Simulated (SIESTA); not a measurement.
Runs of SIESTA 5.4.2 on ZrC. It takes space group Fm-3m (No. 225, cubic). The conventional cell has a = 4.730 Å, b = 4.730 Å, c = 4.730 Å, α = 90.00°, β = 90.00°, γ = 90.00°. Zr (site symmetry m-3m) has 6 C at 2.37 Å as nearest neighbours. C (site symmetry m-3m) has 6 Zr at 2.37 Å as nearest neighbours. 

```tsv
level	potentials or basis	gap on the mesh (eV)	pressure (GPa)
LDA	PseudoDojo 0.4 standard (LDA files), DZP (energy shift 0.003 Ry; two zetas on semicore shells)	none	-10.3
AM05	PseudoDojo 0.4 standard (PBEsol files), DZP (energy shift 0.003 Ry; two zetas on semicore shells)	none	-7.0
PW91	PseudoDojo 0.4 standard (PBE files), DZP (energy shift 0.003 Ry; two zetas on semicore shells)	none	-0.9
PBEsol	PseudoDojo 0.4 standard (PBEsol files), DZP (energy shift 0.003 Ry; two zetas on semicore shells)	none	(a)
revPBE	PseudoDojo 0.4 standard (PBE files), DZP (energy shift 0.003 Ry; two zetas on semicore shells)	none	(c)
WC	PseudoDojo 0.4 standard (PBEsol files), DZP (energy shift 0.003 Ry; two zetas on semicore shells)	none	-5.7
BLYP	PseudoDojo 0.4 standard (PBE files), DZP (energy shift 0.003 Ry; two zetas on semicore shells)	none	(b)
RPBE	PseudoDojo 0.4 standard (PBE files), DZP (energy shift 0.003 Ry; two zetas on semicore shells)	none	1.6
```

Alike in all rows: task single point; no spin polarisation; cell as given; k mesh 10 × 10 × 10; smearing fermi-dirac 0.05 eV; grid cutoff 800 Ry; energy shift 0.003 Ry.

Fill in the values left out.

(a) -6.4; (b) 6.7; (c) 0.9.

Caveats: the basis of atomic orbitals isn't converged, which shifts pressures, moduli and gaps; the potentials were made for another functional, which shifts forces and pressure (some runs).

A k mesh can miss the band edges, and the runs leave out spin-orbit coupling on Zr.

A gap of «none» marks a metal or a gap under the smearing width.

Runs at the PBE level aren't shown here.
